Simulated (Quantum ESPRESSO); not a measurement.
This Quantum ESPRESSO 7.5 run on Te needs a look.

Contents of pw.in:

```
&CONTROL
  calculation = 'scf'
  prefix = 'pwscf'
  outdir = './tmp'
  pseudo_dir = './pseudo'
  tprnfor = .true.
  tstress = .true.
  disk_io = 'low'
/
&SYSTEM
  ibrav = 0
  nat = 1
  ntyp = 1
  ecutwfc = 80
  nbnd = 14
  occupations = 'smearing'
  smearing = 'mv'
  degauss = 0.01469973
/
&ELECTRONS
  conv_thr = 2d-10
  electron_maxstep = 50
  mixing_beta = 0.5
/
ATOMIC_SPECIES
Te   127.6000 Te.upf
CELL_PARAMETERS angstrom
   2.3059043427    1.3313144930    1.6909537039
  -2.3059043427    1.3313144930    1.6909537039
   0.0000000000   -2.6626289860    1.6909537039
ATOMIC_POSITIONS crystal
Te     0.5000000000    0.5000000000    0.5000000000
K_POINTS automatic
6 6 6
```

Potentials or basis: PseudoDojo 0.4.1 SR LDA standard.

The run is started by

```console
$ OMP_NUM_THREADS=1 pw.x -in pw.in > pw.out
```

pw.out:

```text
This program is part of the open-source Quantum ESPRESSO suite
     for quantum simulation of materials; please cite
         "P. Giannozzi et al., J. Phys.:Condens. Matter 21 395502 (2009);
         "P. Giannozzi et al., J. Phys.:Condens. Matter 29 465901 (2017);
         "P. Giannozzi et al., J. Chem. Phys. 152 154105 (2020);
     in publications or presentations arising from this work. More details at

 %%%%%%%%%%%%%%%%%%%%%%%%%%%%%%%%%%%%%%%%%%%%%%%%%%%%%%%%%%%%%%%%%%%%%%%%%%%%%%
     Error in routine card_kpoints (1):
      end of file while reading automatic k points
 %%%%%%%%%%%%%%%%%%%%%%%%%%%%%%%%%%%%%%%%%%%%%%%%%%%%%%%%%%%%%%%%%%%%%%%%%%%%%%

     stopping ...
```

Q: How did it end, and where is the flaw?

A: The program refused the input. The input holds a flaw that was put in on purpose: k-point card without the shift.
